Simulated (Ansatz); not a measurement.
# Bi2Te3: stress in a strained cell

Bi2Te3 is deformed so: equal xy, yz and zx engineering shear strains of +1 %. What stress and forces result, by LAPW, PAW and all-electron datasets made for the crystal?

Program: Ansatz 0.2.0. Level of theory: DFT PBE, scalar-relativistic. These are calculated values, not measurements.

## (1) The system as given

The structure is trigonal, space group R3m (No. 160). The conventional cell has a = 4.417 Å, b = 4.417 Å, c = 29.840 Å, α = 90.00°, β = 90.00°, γ = 120.00°. Around Bi (site symmetry 3m) lie 3 Te at 3.03 Å and 3 Bi at 3.43 Å. Around Bi (site symmetry 3m) lie 3 Te at 3.27 Å and 3 Bi at 3.43 Å. Te (site symmetry 3m) has 6 Te at 3.04 to 3.45 Å as nearest neighbours. Te (site symmetry 3m) has 3 Bi at 3.03 Å and 3 Te at 3.45 Å as nearest neighbours. Te (site symmetry 3m) has 3 Te at 3.04 Å and 3 Bi at 3.27 Å as nearest neighbours.

Coordinates:

```
CELL_PARAMETERS angstrom
2.20850 1.27508 9.94667
-2.20850 1.27508 9.94667
0.00000 -2.55016 9.94667
ATOMIC_POSITIONS crystal
Bi 0.81200 0.81200 0.81200
Bi 0.40200 0.40200 0.40200
Te 0.61100 0.61100 0.61100
Te 0.20000 0.20000 0.20000
Te 0.00000 0.00000 0.00000
```

Atoms are numbered in the order of the input: Bi1, Bi2, Te3, Te4, Te5.

## (2) After the deformation

Space group R3m before, P1 after.

## (3) Full-potential LAPW

input.yaml reads:

```yaml
crystal:
  lattice:
    - [2.2646099979, 1.3358546497, 9.9640879002]
    - [-2.1523925099, 1.3137696371, 9.9420028877]
    - [0.0369825621, -2.5004242369, 9.9339192121]
  atoms:
    - { symbol: Bi, position: [0.812, 0.812, 0.812] }
    - { symbol: Bi, position: [0.402, 0.402, 0.402] }
    - { symbol: Te, position: [0.611, 0.611, 0.611] }
    - { symbol: Te, position: [0.2, 0.2, 0.2] }
    - { symbol: Te, position: [0.0, 0.0, 0.0] }
kpoints:
  mp_grid: { grid: [8, 8, 8] }
  band_path:
    path:
      - [0.0, 0.0, 0.0]
      - [-0.5, -0.5, -0.5]
      - [0.5, 0.0, 0.0]
      - [0.0, 0.0, 0.0]
      - [0.0, 0.0, 0.5]
      - [0.0, -0.5, 0.0]
      - [0.0, 0.0, 0.0]
      - [0.5, 0.0, 0.5]
      - [-0.5, -0.5, 0.0]
    npoints: 5
scf:
  occupations: { method: fermi_dirac, width: 0.08 }
hamiltonian:
  xc: pbe
  pseudopotentials: { kind: all_electron, lapw: { basis_error: 0.001 } }
output:
  forces: true
  stress: true
  eigenvalues: true
```

The run is started by

```sh
ansatz run input.yaml --threads 2 --pin off --max-ram 6144MiB --backend cpu --events-out ev --progress --plain --runs-dir out
```

## (4) PAW with frozen cores

input.yaml reads:

```yaml
crystal:
  lattice:
    - [2.2646099979, 1.3358546497, 9.9640879002]
    - [-2.1523925099, 1.3137696371, 9.9420028877]
    - [0.0369825621, -2.5004242369, 9.9339192121]
  atoms:
    - { symbol: Bi, position: [0.812, 0.812, 0.812] }
    - { symbol: Bi, position: [0.402, 0.402, 0.402] }
    - { symbol: Te, position: [0.611, 0.611, 0.611] }
    - { symbol: Te, position: [0.2, 0.2, 0.2] }
    - { symbol: Te, position: [0.0, 0.0, 0.0] }
kpoints:
  mp_grid: { grid: [8, 8, 8] }
scf:
  occupations: { method: fermi_dirac, width: 0.08 }
hamiltonian:
  xc: pbe
  pseudopotentials: { kind: paw }
output:
  forces: true
  stress: true
  eigenvalues: true
  efg: { contact_densities: true }
```

## (5) Datasets made for this crystal

Changes to input.yaml since step 4:

```diff
@@ -17,3 +17,3 @@
   xc: pbe
-  pseudopotentials: { kind: paw }
+  pseudopotentials: { kind: all_electron, datasets: crystal }
 output:
```

(Steps that only read results are left out.)

Before running it: what results should come out? Wanted: pressure; largest shear or deviatoric stress.

The runs gave:

| quantity | value |
| --- | --- |
| pressure | LAPW 1.70, PAW 1.68, crystal datasets 1.69 GPa |
| largest shear or deviatoric stress (LAPW) | 0.60 GPa |

The largest part of the stress beyond the pressure is 0.60 GPa in size, in the zz component; the atoms are carried along and not relaxed. No run of the undeformed cell stands beside it, so the pressure holds what the given cell had before the change. PAW: stress within 0.01 GPa of LAPW, forces within 1 meV/Å. Crystal datasets: stress within 0.01 GPa of LAPW, forces within 1 meV/Å. Spin-orbit coupling is left out, though the cell holds Bi; in elements this heavy it can shift bands and gaps by tenths of an eV.
